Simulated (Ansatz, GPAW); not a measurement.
This is a calculation of NiO for GPAW 26.7.0 (ASE script). 

The input run.py:

```python
from ase.dft.bandgap import bandgap
from ase.io import read, write
from ase.units import GPa
from gpaw import GPAW, PW

atoms = read('POSCAR')
atoms.set_initial_magnetic_moments([1.0, 0.0])

calc = GPAW(mode=PW(800),
            xc='PBE',
            kpts={'size': (11, 11, 11), 'gamma': True},
            occupations={'name': 'methfessel-paxton', 'order': 0, 'width': 0.028999999999999998},
            nbands=22,
            convergence={'density': 1e-05, 'energy': 1e-05},
            maxiter=150,
            txt='gpaw.txt')
atoms.calc = calc
energy = atoms.get_potential_energy()
forces = atoms.get_forces()
stress = atoms.get_stress()
calc.write('gs.gpw')
write('result.traj', atoms)
print(f'Energy: {energy:.6f} eV')
print('Forces (eV/A):')
print(forces.round(4))
print('Stress (GPa):', (stress / GPa).round(3))
print('Moments:', calc.get_magnetic_moments().round(3))
print('Fermi level:', round(calc.get_fermi_level(), 4), 'eV')
print(f'Gap: {bandgap(calc)[0]:.4f} eV, direct: {bandgap(calc, direct=True)[0]:.4f} eV')
```

The input POSCAR:

```
NiO
1.0
    0.0000000000      2.0859016414      2.0859016414
    2.0859016414      0.0000000000      2.0859016414
    2.0859016414      2.0859016414      0.0000000000
Ni O
1 1
Direct
    0.0000000000      0.0000000000      0.0000000000
    0.5000000000      0.5000000000      0.5000000000
```

Potentials or basis: GPAW PAW data sets (gpaw-data 1.2.1), pw.

Command:

```sh
$ OMP_NUM_THREADS=1 python run.py
```

Q: Translate it to Ansatz 0.2.0. Potentials or basis there: all-electron LAPW, scalar-relativistic.

A: As run (cutoffs and basis follow the program's own potentials, and thresholds, step limits or extra output files can differ):

File input.yaml:

```yaml
crystal:
  lattice:
    - [0.0, 2.0859016414, 2.0859016414]
    - [2.0859016414, 0.0, 2.0859016414]
    - [2.0859016414, 2.0859016414, 0.0]
  atoms:
    - { symbol: Ni, position: [0.0, 0.0, 0.0], spin: 1.0 }
    - { symbol: O, position: [0.5, 0.5, 0.5] }
kpoints:
  mp_grid: { grid: [11, 11, 11] }
scf:
  occupations: { method: gaussian, width: 0.029 }
hamiltonian:
  xc: pbe
  pseudopotentials: { kind: all_electron, lapw: { basis_error: 0.001 } }
magnetization:
  spin_polarized: true
output:
  forces: true
  stress: true
  eigenvalues: true
```

Potentials or basis: all-electron LAPW, scalar-relativistic.

Command:

```console
$ ansatz run input.yaml --threads 2 --pin off --max-ram 6144MiB --backend cpu --events-out ev --progress --plain --runs-dir out
```

Both were run:

|  | GPAW | Ansatz |
| --- | --- | --- |
| Pressure | 10.2 GPa | 6.6 GPa |
| Net moment | 1.78 μB per cell | 1.82 μB per cell |

Where Ansatz's input types no cutoff or centring, it takes its own default and a Γ-centred mesh.

The magnetic state is the one that the start led to; the real crystal's order can differ.

The two runs disagree by more than potentials and bases usually give (in gap, levels, pressure or energy); the cause wasn't traced.

The cell lies far from this level's equilibrium.

Pressure is positive in compression.
